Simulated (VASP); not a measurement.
Write the native input for VASP 6.6.1 that does the following.

```yaml
Task: band structure
Functional: LDA
Potentials_or_basis: VASP PAW LDA potentials, release 64 (Ta_pv, S)
Cutoff: 520 eV
k_mesh: 7 × 7 × 4
Occupations: fermi-dirac, width 0.05 eV
Spin: spin-orbit coupling, no magnetisation
Further_INCAR_settings: ALGO = Normal; EDIFF = 1e-07
```

TaS2:

```xyz
3
Lattice="3.3500 0.0000 0.0000 -1.6750 2.9012 0.0000 0.0000 0.0000 5.8600" Properties=species:S:1:pos:R:3 pbc="T T T"
Ta    0.0000    0.0000    0.0000
S     1.6750    0.9671    4.3950
S     0.0000    1.9341    1.4650
```

The input as run:

POSCAR

```
TaS2
1.0
    3.3500000000      0.0000000000      0.0000000000
   -1.6750000000      2.9011851027      0.0000000000
    0.0000000000      0.0000000000      5.8600000000
Ta S
1 2
Direct
    0.0000000000      0.0000000000      0.0000000000
    0.6666666667      0.3333333333      0.7500000000
    0.3333333333      0.6666666667      0.2500000000
```

INCAR.step1

```
ALGO = Normal
EDIFF = 1E-7
ENCUT = 520
GGA = CA
GGA_COMPAT = F
ISIF = 2
ISMEAR = -1
LASPH = T
LCHARG = T
LMAXMIX = 4
LORBIT = 11
LREAL = F
LSORBIT = T
LWAVE = F
MAGMOM = 0 0 0 0 0 0 0 0 0
NELM = 100
PREC = Accurate
SIGMA = 0.05
```

KPOINTS.step1

```
k-points
0
Gamma
  7 7 4
```

INCAR.step2

```
ALGO = Normal
EDIFF = 1E-7
ENCUT = 520
GGA = CA
GGA_COMPAT = F
ICHARG = 11
ISIF = 2
ISMEAR = 0
LASPH = T
LCHARG = F
LMAXMIX = 4
LORBIT = 11
LREAL = F
LSORBIT = T
LWAVE = F
MAGMOM = 0 0 0 0 0 0 0 0 0
NELM = 100
PREC = Accurate
SIGMA = 0.05
```

KPOINTS.step2

```
path GMKGALHA,LM,KH
10
line-mode
reciprocal
 0.0000000000  0.0000000000  0.0000000000  G
 0.5000000000  0.0000000000  0.0000000000  M

 0.5000000000  0.0000000000  0.0000000000  M
 0.3333333333  0.3333333333  0.0000000000  K

 0.3333333333  0.3333333333  0.0000000000  K
 0.0000000000  0.0000000000  0.0000000000  G

 0.0000000000  0.0000000000  0.0000000000  G
 0.0000000000  0.0000000000  0.5000000000  A

 0.0000000000  0.0000000000  0.5000000000  A
 0.5000000000  0.0000000000  0.5000000000  L

 0.5000000000  0.0000000000  0.5000000000  L
 0.3333333333  0.3333333333  0.5000000000  H

 0.3333333333  0.3333333333  0.5000000000  H
 0.0000000000  0.0000000000  0.5000000000  A

 0.5000000000  0.0000000000  0.5000000000  L
 0.5000000000  0.0000000000  0.0000000000  M

 0.3333333333  0.3333333333  0.0000000000  K
 0.3333333333  0.3333333333  0.5000000000  H
```

Potentials or basis: VASP PAW LDA potentials, release 64 (Ta_pv, S).

Command:

```console
$ cat potpaw_LDA.64/Ta_pv/POTCAR potpaw_LDA.64/S/POTCAR > POTCAR
$ cp INCAR.step1 INCAR
$ cp KPOINTS.step1 KPOINTS
$ mpirun -np 1 vasp_ncl > vasp.out
$ cp INCAR.step2 INCAR
$ cp KPOINTS.step2 KPOINTS
$ mpirun -np 1 vasp_ncl > vasp.out
```

Wall time 6.1 min on 1 thread of Intel(R) Xeon(R) Platinum 8488C (Sapphire Rapids) (shared host), peak memory 0.39 GiB.
